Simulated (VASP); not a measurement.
Set up this calculation in VASP 6.6.1, as the native input.

```
Task                   : relaxation of cell and atoms
Functional             : revPBE
Potentials or basis    : VASP PAW PBE potentials, release 64 (Si)
Cutoff                 : 600 eV
k mesh                 : 8 × 8 × 8
Occupations            : fermi-dirac, width 0.05 eV
Spin                   : no spin polarisation
Further INCAR settings : ALGO = Normal; EDIFF = 1e-06; IBRION = 2; EDIFFG = -0.01; NSW = 40; ISIF = 3
```

The structure of Si lies in POSCAR:

```
Si
1.0
    0.0000000000      2.7218511865      2.7218511865
    2.7218511865      0.0000000000      2.7218511865
    2.7218511865      2.7218511865      0.0000000000
Si
2
Direct
    0.5000000000      0.5000000000      0.5000000000
    0.7500000000      0.7500000000      0.7500000000
```

These files were run (other wordings do the same):

INCAR

```
SYSTEM = Si
PREC = Accurate
ENCUT = 600
EDIFF = 1E-6
ISMEAR = -1
SIGMA = 0.05
LREAL = .FALSE.
LASPH = .TRUE.
NELM = 60
ALGO = Normal
ISIF = 3
LWAVE = .FALSE.
LCHARG = .FALSE.
GGA = RE
IBRION = 2
NSW = 40
EDIFFG = -0.01
```

KPOINTS

```
Automatic mesh
0
G
  8 8 8
  0 0 0
```

Potentials or basis: VASP PAW PBE potentials, release 64 (Si).

Launch:

```bash
$ cat potpaw_PBE.64/Si/POTCAR > POTCAR
$ mpirun -np 1 vasp_std > vasp.out
```

Results of the run:

| Quantity | Value |
| --- | --- |
| Relaxed volume | 20.68 Å³/atom |
| Relaxed cell | a = 3.882 Å, b = 3.882 Å, c = 3.882 Å, α = 60.00°, β = 60.00°, γ = 60.00° |
| Space group after relaxing (to 0.05 Å) | Fd-3m (No. 227) |
| Energy gained by relaxing | 3.7 meV/atom |
| Ionic steps | 3 |
| Pressure after relaxing | 0.0 GPa |
| Band gap on the k mesh | 0.71 eV, indirect (least direct gap 2.55 eV) |

Caveat: the PAW data sets were made with another functional, which shifts forces and pressure a little.

Wall time 19 s on 1 thread of Intel(R) Xeon(R) Platinum 8375C CPU @ 2.90GHz (Ice Lake) (shared host), peak memory 0.14 GiB.
